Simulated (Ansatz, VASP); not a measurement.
**Mo: VASP beside Ansatz**

The input POSCAR:

```
Mo
1.0
    3.6715931285      0.0000000000      0.0000000000
   -1.8357965643      3.1796929216      0.0000000000
    0.0000000000      0.0000000000      4.1655453103
Mo
3
Direct
    0.2254000000      0.0000000000      0.3333333333
    0.0000000000      0.2254000000      0.6666666667
    0.7746000000      0.7746000000      0.0000000000
```

File INCAR.step1:

```
ALGO     = Normal         # electronic algorithm
EDIFF    = 1E-4           # SCF threshold, eV
ENCUT    = 600            # plane-wave cutoff, eV
GGA      = PE             # functional
ISMEAR   = 0              # smearing method
LASPH    = True           # aspherical terms in the spheres
LCHARG   = False          # write CHGCAR
LREAL    = False          # projectors in reciprocal space
LWAVE    = True           # write WAVECAR
NELM     = 100            # most SCF steps
PREC     = Accurate       # precision mode
SIGMA    = 0.1            # smearing width, eV
```

The input INCAR.step2:

```
ALGO     = Normal         # electronic algorithm
EDIFF    = 1E-7           # SCF threshold, eV
EDIFFG   = -0.04          # ionic threshold
ENCUT    = 600            # plane-wave cutoff, eV
IBRION   = 2              # ionic algorithm
ISIF     = 3              # what is computed and relaxed
ISMEAR   = 0              # smearing method
ISTART   = 1            
LASPH    = True           # aspherical terms in the spheres
LCHARG   = False          # write CHGCAR
LMIXTAU  = True         
LREAL    = False          # projectors in reciprocal space
LWAVE    = False          # write WAVECAR
METAGGA  = R2SCAN         # meta-GGA
NELM     = 100            # most SCF steps
NSW      = 90             # ionic steps
PREC     = Accurate       # precision mode
SIGMA    = 0.1            # smearing width, eV
```

KPOINTS

```
k-points
0
Gamma
  6 6 4
```

Input for Ansatz:

```yaml
crystal:
  lattice:
    - [3.6715931285, 0.0, 0.0]
    - [-1.8357965643, 3.1796929216, 0.0]
    - [0.0, 0.0, 4.1655453103]
  atoms:
    - { symbol: Mo, position: [0.2254, 0.0, 0.3333333333] }
    - { symbol: Mo, position: [0.0, 0.2254, 0.6666666667] }
    - { symbol: Mo, position: [0.7746, 0.7746, 0.0] }
basis:
  ecutwfc: 500
kpoints:
  mp_grid: { grid: [6, 6, 4] }
hamiltonian:
  xc: r2scan
scf:
  occupations: { method: gaussian, width: 0.1 }
  lower_state_search: "off"
output:
  forces: true
  stress: true
  eigenvalues: true
relax:
  adjacent_minimum: "off"
  f_tol: 0.04
  max_steps: 70
  cell: { stress_tol: 0.4 }
```

Alike in both runs: task relaxation of cell and atoms; functional r2SCAN; k mesh 6 × 6 × 4; occupations gaussian, width 0.1 eV; no spin polarisation.

|  | VASP | Ansatz |
| --- | --- | --- |
| version | VASP 6.6.1 | Ansatz 0.2.0 |
| potentials or method | VASP PAW PBE potentials, release 64 (Mo_sv) | scalar-relativistic, plane waves, PAW |
| plane-wave cutoff (eV) | 600 | 500 |
| valence electrons in the cell | 42 | 42 |

Ansatz gave:

| Quantity | Value |
| --- | --- |
| gap on the k mesh at the Fermi level, each at its own relaxed structure (eV) | none |
| relaxed volume (Å³/atom) | 15.60 |
| relaxed cell length with the largest relative difference (Å) | 4.406 |
| energy change over the relaxation (meV/atom) | -2981 |

Problem. What did VASP give for the same quantities?

Solution. gap on the k mesh at the Fermi level, each at its own relaxed structure (eV): none; relaxed volume (Å³/atom): 15.68; relaxed cell length with the largest relative difference (Å): 4.417; energy change over the relaxation (meV/atom): -3120.

A gap of «none» marks a metal or a gap that the smearing closes.

Caveats: the k mesh is coarse (spacing up to 0.38 Å⁻¹), so the values aren't converged; the PAW data sets were made with another functional, which shifts forces and pressure a little (VASP).
